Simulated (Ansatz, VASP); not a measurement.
# MgO: VASP beside Ansatz

The input INCAR:

```
PREC = Accurate
ENCUT = 520
EDIFF = 1E-7
ISMEAR = 0
SIGMA = 0.05
LREAL = False
LASPH = True
NELM = 80
ALGO = Normal
ISIF = 2
LWAVE = False
LCHARG = False
GGA = CA
NBANDS = 11
```

KPOINTS

```
regular mesh
0
Gamma
  10 10 10
```

Contents of POSCAR:

```
MgO
1.0
    0.0000000000      2.1351500000      2.1351500000
    2.1351500000      0.0000000000      2.1351500000
    2.1351500000      2.1351500000      0.0000000000
Mg O
1 1
Direct
    0.0000000000      0.0000000000      0.0000000000
    0.5204903637      0.5204903637      0.4795096363
```

Input for Ansatz:

```yaml
crystal:
  lattice:
    - [0.0, 2.13515, 2.13515]
    - [2.13515, 0.0, 2.13515]
    - [2.13515, 2.13515, 0.0]
  atoms:
    - { symbol: Mg, position: [0.0, 0.0, 0.0] }
    - { symbol: O, position: [0.5204903637, 0.5204903637, 0.4795096363] }
basis:
  ecutwfc: 420
kpoints:
  mp_grid: { grid: [10, 10, 10] }
hamiltonian:
  xc: lda
scf:
  occupations: { method: gaussian, width: 0.05 }
output:
  forces: true
  stress: true
  eigenvalues: true
```

Change from the starting cell: all O atoms moved +0.087 Å, as atom 2 along Cartesian [0 0 1].

Alike in both runs: task single point; functional LDA; k mesh 10 × 10 × 10; occupations gaussian, width 0.05 eV; no spin polarisation.

|  | VASP | Ansatz |
| --- | --- | --- |
| version | VASP 6.6.1 | Ansatz 0.2.0 |
| potentials or method | VASP PAW LDA potentials, release 64 (Mg, O) | scalar-relativistic, plane waves, PAW |
| plane-wave cutoff (eV) | 520 | 420 |
| valence electrons in the cell | 8 | 16 |

|  | VASP | Ansatz | Ansatz less VASP |
| --- | --- | --- | --- |
| gap on the k mesh at the Fermi level (eV) | 4.26 | 4.26 | 0.000 |
| least direct gap on the mesh (eV) | 4.26 | 4.26 | 0.000 |
| pressure (GPa) | -12.6 | -11.0 | +1.65 |
| largest component of the traceless stress (GPa) | 1.51 | 1.48 | -0.031 |
| rms of the force components (eV/Å) | 0.218 | 0.212 | -0.0064 |

Atom by atom the forces differ by 0.006 eV/Å (rms over components). The two sets of potentials don't hold the same shells in valence.
